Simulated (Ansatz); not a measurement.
# Bi (Im-3m) in Ansatz: further runs, part 2 of 2

Ansatz 0.2.0. Earlier steps stand in the parts before.

## Step 4: Relaxation of cell and atoms, PBEsol

input.yaml

```yaml
crystal:
  lattice:
    - [-1.9814305318, 1.9814305318, 1.9814305318]
    - [1.9814305318, -1.9814305318, 1.9814305318]
    - [1.9814305318, 1.9814305318, -1.9814305318]
  atoms:
    - { symbol: Bi, position: [0.0, 0.0, 0.0] }
hamiltonian:
  xc: pbesol
  pseudopotentials: { kind: paw }
kpoints:
  mp_grid: { grid: [9, 9, 9] }
scf:
  occupations: { method: fermi_dirac, width: 0.05 }
output:
  forces: true
  stress: true
relax:
  f_tol: 0.01
  max_steps: 40
  cell: { stress_tol: 0.05 }
```

Potentials or basis: Ansatz PAW.

On the command line:

```
$ ansatz run input.yaml --threads 2 --pin off --max-ram 5120MiB --backend cpu --events-out ev --progress --plain --runs-dir out
```

Log:

```text
Warning: RAYON_NUM_THREADS=2 ignored (pool sized by the plan → 2); use --threads N
Engine: ansatz 0.2.0, aarch64-unknown-linux-gnu
Pseudopotentials: kind: paw
Pseudopotential: Bi, paw, valence charge 15, recommended cutoff 420 eV (normal), Bi.paw.azcp
Functional definition: PBEsol
  exchange = pbesol_x
  correlation = pbesol_c
Crystal: 1 atoms, lattice volume = 31.117 Å³
Basis set: ecut = 420 eV, 603 PW (Γ), exchange–correlation on 48×48×48 points (8 copies of the dense FFT grid, shifted against one another)
Bands: 12, of which v1, the nominal top of the filled ones, is band 8 counted from 1 (7 counted from 0)
Symmetry: 48 space group operations
Space group: Im-3m (ITA 229), of the structure as read, at distance tolerance 3.1e-5 Å
k-points: 35 of 729
Non-local potential: Bi, projectors of the file, l = 0: 2, l = 1: 2, l = 2: 2, l = 3: 2
PAW form: soft (Blöchl's): semilocal exchange-correlation on the pseudo side does not see the compensation charge
PAW frozen core: Bi, regenerated for the run's functional, and the local potential with it (the file was generated under x = pbe(κ = 0.804, μ = 0.2195149727645171), c = pbe(β = 0.06672455060314922))
PAW one-centre angular grid: Bi, 590 points (default); XC on 64 Gauss nodes
Initial density: superposition of atomic densities (neutral atoms: chi_scale 0, normalization atom), corrected by the library's trained network
Initial wavefunctions: pseudopotential atomic-orbital guess
Functional: x = pbesol(κ = 0.804, μ = 0.12345679012345678), c = pbesol(β = 0.046)
SCF iter   1: F=—  HF=-12241.926109 eV  |F-HF|=—  |Δ(HF+E_count)|=         —  Δρ=9.59e-4  dr2=1.52e-4  ethr=1.77e-3  ⟨swp⟩=5.8  Hψ=2461  notcnv=0
preconditioner: auto → Kerker (q_TF=auto, 2.416 Å⁻¹)  [metal: Δε(μ)=0.210 eV  Ē_g=24.059 eV  σ=0.050 eV  W_gap=0.49  n_scr=12 (ndim 8)  ℏωp=25.8 eV  f_vac=0.000  D(μ)=0.54/eV (n_scr^D=0)]
SCF iter   2: F=—  HF=-12241.925539 eV  |F-HF|=—  |Δ(HF+E_count)|=   5.71e-4  Δρ=7.28e-4  dr2=9.75e-5  ethr=1.01e-6  ⟨swp⟩=2.6  Hψ=1030  notcnv=0
SCF iter   3: F=—  HF=-12241.925520 eV  |F-HF|=—  |Δ(HF+E_count)|=   1.83e-5  Δρ=4.22e-4  dr2=3.36e-5  ethr=6.50e-7  ⟨swp⟩=2.0  Hψ=669  notcnv=0
[... 36 lines left out ...]
SCF converged after 5 iterations
Free energy (F): -12241.932328 eV
Harris-Foulkes:  -12241.932328 eV  (|F-HF|=3.64e-12)
Internal energy: -12241.927964 eV  (E = F + TS)
E sigma→0 (E₀):  -12241.930146 eV
Entropy (-TS):   -0.004364 eV (-4.364 meV/atom)
Fermi energy:    12.226416 eV
--- Per-component energies (eV) ---
  E_band       = -75.839456
  E_kinetic    = 302.787949
  E_local      = -1374.540329  (includes V_loc(G=0)·N_el)
  E_nonlocal   = 561.925812
  E_hartree    = 432.867145
  E_xc         = -150.610661
  E_vxc        = -144.571737  (∫ρ·V_xc dr)
  E_paw        = -10509.428981  (= ΣΔE_a)
  E_vpaw       = -287.174954  (= ΣTr[D̂ρ^β])
  E_aug_tail   = -0.000464  (compensation charges beyond the density's cutoff)
  E_ewald      = -1505.018186
  E_core_change = 0.089752  (= ΣΔE_core)
  E_smearing   = -0.004364  (= −TS)
  E_closure    = -0.000000  (closes the sum)
  Σ components = -12241.932328   (vs F -12241.932328, Δ=0.00e0)
--- Forces (eV/Å), atoms counted from 1 ---
  atom   1  Bi     0.00000000     0.00000000     0.00000000
  max |Σ_I F_I| component: 1.68e-31 eV/Å
--- Stress (GPa, compression-positive) ---
       -0.026408       0.000000       0.000000
       -0.000000      -0.026408      -0.000000
        0.000000      -0.000000      -0.026408
  P = ⅓ Tr σ = -0.0264 GPa (-0.264 kbar)
--- Relaxed structure (3 steps of the walk, 3 accepted, 1 SCFs on fresh bases) ---
  F+E_penalty+E_count = -12241.93232755 eV   max|allowed force component| = 0.000e0 eV/Å   (the final SCF, on the basis selected at the relaxed cell)
  cell:  # Å, volume = 30.0530 Å³
    - [-1.958585316861072, 1.958585316861072, 1.958585316861072]
    - [1.958585316861072, -1.958585316861072, 1.958585316861072]
    - [1.958585316861072, 1.958585316861072, -1.958585316861072]
  atoms:
    - { symbol: Bi, position: [0.0, 0.0, 0.0] }
```

It took 1.8 s on 2 threads of Arm Neoverse V1, shared host; peak memory 0.28 GiB.

What came out:

- Free energy: -12241.9323 eV
- Relaxed volume: 30.05 Å³/atom
- Relaxed cell: a = 3.392 Å, b = 3.392 Å, c = 3.392 Å, α = 109.47°, β = 109.47°, γ = 109.47°
- Space group after relaxing (to 0.05 Å): Im-3m (No. 229)
- Energy gained by relaxing: 6.8 meV/atom
- Ionic steps: 4
- Pressure after relaxing: 0.0 GPa

Step by step:
| step | energy change (eV) | largest force (eV/Å) | volume (Å³) |
| --- | --- | --- | --- |
| 1 | 0.0000 | 0.0000 | 31.12 |
| 2 | -0.0066 | 0.0000 | 29.75 |
| 3 | -0.0070 | 0.0000 | 30.05 |
| 4 | -0.0068 | 0.0000 | 30.05 |

Final structure:
```
Bi
1.0
    -1.95859    1.95859    1.95859
     1.95859   -1.95859    1.95859
     1.95859    1.95859   -1.95859
Bi
1
Cartesian
  0.0000 0.0000 0.0000
```

Caveat: the plane-wave basis is chosen anew once the cell has moved, so the energies of steps on either side of that aren't comparable; spin-orbit coupling is left out, which moves the levels of the heavy elements; the PAW data sets come from PBE, with cores solved anew for the run's functional, which leaves a small shift of forces and pressure.

## Step 5: Relaxation of cell and atoms, revPBE

Edit input.yaml of step 4 so:

```diff
@@ -8,3 +8,3 @@
 hamiltonian:
-  xc: pbesol
+  xc: revpbe
   pseudopotentials: { kind: paw }
@@ -17,2 +17,6 @@
   stress: true
+  write_density: true
+  write_potential: true
+  elf: true
+  volumetric_format: npy
 relax:
```

Potentials or basis: Ansatz PAW.

On the command line:

```
$ ansatz run input.yaml --threads 2 --pin off --max-ram 5120MiB --backend cpu --events-out ev --progress --plain --runs-dir out
```

Log:

```text
Warning: RAYON_NUM_THREADS=2 ignored (pool sized by the plan → 2); use --threads N
Engine: ansatz 0.2.0, aarch64-unknown-linux-gnu
Pseudopotentials: kind: paw
Pseudopotential: Bi, paw, valence charge 15, recommended cutoff 420 eV (normal), Bi.paw.azcp
Functional definition: revPBE
  parameter kappa = 1.245
  parameter beta = 0.06672455060314922
  exchange = pbe_x(kappa = kappa, mu = beta*pi^2/3)
  correlation = pbe_c(beta = beta)
Crystal: 1 atoms, lattice volume = 31.117 Å³
Basis set: ecut = 420 eV, 603 PW (Γ), exchange–correlation on 48×48×48 points (8 copies of the dense FFT grid, shifted against one another)
Bands: 12, of which v1, the nominal top of the filled ones, is band 8 counted from 1 (7 counted from 0)
Symmetry: 48 space group operations
Space group: Im-3m (ITA 229), of the structure as read, at distance tolerance 3.1e-5 Å
k-points: 35 of 729
Non-local potential: Bi, projectors of the file, l = 0: 2, l = 1: 2, l = 2: 2, l = 3: 2
PAW form: soft (Blöchl's): semilocal exchange-correlation on the pseudo side does not see the compensation charge
PAW frozen core: Bi, regenerated for the run's functional, and the local potential with it (the file was generated under x = pbe(κ = 0.804, μ = 0.2195149727645171), c = pbe(β = 0.06672455060314922))
PAW one-centre angular grid: Bi, 590 points (default); XC on 64 Gauss nodes
Initial density: superposition of atomic densities (neutral atoms: chi_scale 0, normalization atom), corrected by the library's trained network
Initial wavefunctions: pseudopotential atomic-orbital guess
Functional: x = revpbe(κ = 1.245, μ = 0.2195149727645171), c = pbe(β = 0.06672455060314922)
SCF iter   1: F=—  HF=-12407.504955 eV  |F-HF|=—  |Δ(HF+E_count)|=         —  Δρ=1.67e-3  dr2=6.49e-4  ethr=1.77e-3  ⟨swp⟩=5.8  Hψ=2461  notcnv=0
preconditioner: auto → Kerker (q_TF=auto, 2.416 Å⁻¹)  [metal: Δε(μ)=0.208 eV  Ē_g=24.186 eV  σ=0.050 eV  W_gap=0.49  n_scr=12 (ndim 8)  ℏωp=25.8 eV  f_vac=0.000  D(μ)=0.54/eV (n_scr^D=0)]
SCF iter   2: F=—  HF=-12407.504239 eV  |F-HF|=—  |Δ(HF+E_count)|=   7.15e-4  Δρ=5.41e-4  dr2=6.39e-5  ethr=4.33e-6  ⟨swp⟩=2.1  Hψ=990  notcnv=0  defer=2
SCF iter   3: F=—  HF=-12407.504295 eV  |F-HF|=—  |Δ(HF+E_count)|=   5.55e-5  Δρ=2.36e-4  dr2=1.30e-5  ethr=4.26e-7  ⟨swp⟩=2.1  Hψ=647  notcnv=0  defer=2
SCF iter   4: F=—  HF=-12407.504301 eV  |F-HF|=—  |Δ(HF+E_count)|=   6.30e-6  Δρ=5.01e-5  dr2=4.23e-7  ethr=8.68e-8  ⟨swp⟩=2.0  Hψ=645  notcnv=0  defer=2
iter 5 did not close the SCF: its close was put off for the readings that it lacked (scf_convergence_deferred on its scf_iter line)
[... 31 lines left out ...]
SCF 4 converged in 4 iterations: F = -12407.510619 eV  dr2 = 6.78e-12
relax step   4: F+E_penalty+E_count = -12407.51061937 eV  Δ(F+E_penalty+E_count) = -2.246e-4 eV  max|allowed force component| = 0.000e0 eV/Å  Δτ_max = 0.0000 Å  P = -0.030 GPa  Ω = 32.248 Å³  stress off target by 3.03e-2 GPa  SCF on the basis re-selected at this cell (its energy is not comparable with the rows above)  (4 SCF iters)
basis re-selected at this cell: Δ(F+E_penalty+E_count) = -2.246e-4 eV, ΔP = -0.005 GPa vs the last step (what re-selecting the basis moved, of the pressure what is left beyond the Pulay correction that the steps carried, after the strain that the cell walked since its last selection, with what the two solves' SCF thresholds leave and, on support functions, any second-order correction that the steps lacked; it is no measure of the basis error at this ecutwfc). This SCF's stress stands 3.03e-2 GPa from its target on what of the cell is left free (relax.cell.stress_tol is 5.00e-2 GPa) and its largest allowed force component is 0.00e0 eV/Å (relax.f_tol is 1.00e-2 eV/Å): within both
SCF converged after 4 iterations
Free energy (F): -12407.510619 eV
Harris-Foulkes:  -12407.510619 eV  (|F-HF|=2.78e-10)
Internal energy: -12407.506092 eV  (E = F + TS)
E sigma→0 (E₀):  -12407.508356 eV
Entropy (-TS):   -0.004527 eV (-4.527 meV/atom)
Fermi energy:    11.238486 eV
--- Per-component energies (eV) ---
  E_band       = -89.343118
  E_kinetic    = 301.340900
  E_local      = -1425.641554  (includes V_loc(G=0)·N_el)
  E_nonlocal   = 559.843334
  E_hartree    = 452.358107
  E_xc         = -151.259205
  E_vxc        = -143.875668  (∫ρ·V_xc dr)
  E_paw        = -10674.127495  (= ΣΔE_a)
  E_vpaw       = -285.725864  (= ΣTr[D̂ρ^β])
  E_aug_tail   = -0.000422  (compensation charges beyond the density's cutoff)
  E_ewald      = -1470.060813
  E_core_change = 0.041055  (= ΣΔE_core)
  E_smearing   = -0.004527  (= −TS)
  E_closure    = 0.000000  (closes the sum)
  Σ components = -12407.510619   (vs F -12407.510619, Δ=0.00e0)
--- Forces (eV/Å), atoms counted from 1 ---
  atom   1  Bi    -0.00000000     0.00000000    -0.00000000
  max |Σ_I F_I| component: 7.40e-32 eV/Å
--- Stress (GPa, compression-positive) ---
       -0.030267       0.000000      -0.000000
        0.000000      -0.030267      -0.000000
       -0.000000       0.000000      -0.030267
  P = ⅓ Tr σ = -0.0303 GPa (-0.303 kbar)
--- Band table (eV; the first three rows and the last of 35) ---
  k-point 0: bands = ["-11.8035", "-11.8035", "-11.8035", "-11.6905", "-11.6905", "-2.0038", "16.1459", "16.1459", "16.1459", "19.9480", "21.6944", "21.6944"]
  k-point 1: bands = ["-11.8075", "-11.7964", "-11.7820", "-11.6952", "-11.6914", "-1.7890", "14.2006", "15.5404", "15.9636", "19.9342", "20.7237", "21.4241"]
  k-point 2: bands = ["-11.8177", "-11.7819", "-11.7271", "-11.7040", "-11.6935", "-1.1627", "11.2015", "14.3862", "15.4930", "18.4967", "19.7368", "21.5434"]
  k-point 34: bands = ["-11.8080", "-11.8042", "-11.6398", "-11.6398", "-11.6384", "2.6385", "9.3605", "9.6677", "9.6677", "14.8989", "15.4910", "26.1460"]
--- Relaxed structure (3 steps of the walk, 3 accepted, 1 SCFs on fresh bases) ---
  F+E_penalty+E_count = -12407.51061937 eV   max|allowed force component| = 0.000e0 eV/Å   (the final SCF, on the basis selected at the relaxed cell)
  cell:  # Å, volume = 32.2483 Å³
    - [-2.0051595785439416, 2.0051595785439416, 2.0051595785439416]
    - [2.0051595785439416, -2.0051595785439416, 2.0051595785439416]
    - [2.0051595785439416, 2.0051595785439416, -2.0051595785439416]
  atoms:
    - { symbol: Bi, position: [0.0, 0.0, 0.0] }
```

v_z.tsv:

```text
# z_ang	v_es[eV]	v_tot[eV]
# format = ansatz-planar-average/11
# xc	revpbe
# density_cutoff_ev	1680
# datasets	Bi=:simpson_from_first_knot:soft:shift=369996
# lattice	-2.005159579	2.005159579	2.005159579
# lattice	2.005159579	-2.005159579	2.005159579
# lattice	2.005159579	2.005159579	-2.005159579
# sites	1
# site	83	0.000000000	0.000000000	0.000000000
0.000000	-5.970518e0	-1.802819e1
0.144710	-5.556082e0	-1.753963e1
0.289420	-4.314839e0	-1.609040e1
0.434130	-2.297756e0	-1.374921e1
0.578840	3.263234e-1	-1.069172e1
0.723550	3.232521e0	-7.250495e0
[... 16 lines left out ...]
3.183618	-4.314839e0	-1.609040e1
3.328328	-5.556082e0	-1.753963e1
```

Wall time 1.9 s (2 threads of Arm Neoverse V1, shared host); peak memory 0.29 GiB.

What came out:

* Free energy: -12407.5106 eV
* Relaxed volume: 32.25 Å³/atom
* Relaxed cell: a = 3.473 Å, b = 3.473 Å, c = 3.473 Å, α = 109.47°, β = 109.47°, γ = 109.47°
* Space group after relaxing (to 0.05 Å): Im-3m (No. 229)
* Energy gained by relaxing: 6.3 meV/atom
* Ionic steps: 4
* Pressure after relaxing: 0.0 GPa
* Band gap on the k mesh: none (metal or under the smearing width)

The path:
| step | energy change (eV) | largest force (eV/Å) | volume (Å³) |
| --- | --- | --- | --- |
| 1 | 0.0000 | 0.0000 | 31.12 |
| 2 | -0.0058 | 0.0000 | 32.46 |
| 3 | -0.0061 | 0.0000 | 32.25 |
| 4 | -0.0063 | 0.0000 | 32.25 |

Final structure:
```cif
data_structure
_symmetry_space_group_name_H-M 'P 1'
_symmetry_Int_Tables_number 1
_cell_length_a 3.4730
_cell_length_b 3.4730
_cell_length_c 3.4730
_cell_angle_alpha 109.471
_cell_angle_beta 109.471
_cell_angle_gamma 109.471
_cell_volume 32.25
loop_
_atom_site_label
_atom_site_type_symbol
_atom_site_fract_x
_atom_site_fract_y
_atom_site_fract_z
_atom_site_occupancy
Bi1 Bi 0.00000 0.00000 0.00000 1
```

Caveat: the plane-wave basis is chosen anew once the cell has moved, so the energies of steps on either side of that aren't comparable; spin-orbit coupling is left out, which moves the levels of the heavy elements; the PAW data sets come from PBE, with cores solved anew for the run's functional, which leaves a small shift of forces and pressure.

## Step 6: Overview

```csv
level,pressure (GPa),relaxed volume (Å³/atom)
LDA,0.0,29.35
PBE+D3(BJ),0.0,30.18
PBEsol,0.0,30.05
revPBE,0.0,32.25
```

Alike in all rows: task relaxation of cell and atoms; potentials or basis Ansatz PAW; no spin polarisation; cell relaxed; k mesh 9 × 9 × 9; cutoff (eV) 420; smearing fermi-dirac 0.05 eV.

Caveats: the plane-wave basis is chosen anew once the cell has moved, so the energies of steps on either side of that aren't comparable; spin-orbit coupling is left out, which moves the levels of the heavy elements; the PAW data sets come from PBE, with cores solved anew for the run's functional, which leaves a small shift of forces and pressure (some runs).

Total energies depend on the potentials used, so only differences within one code and one set of settings carry meaning.
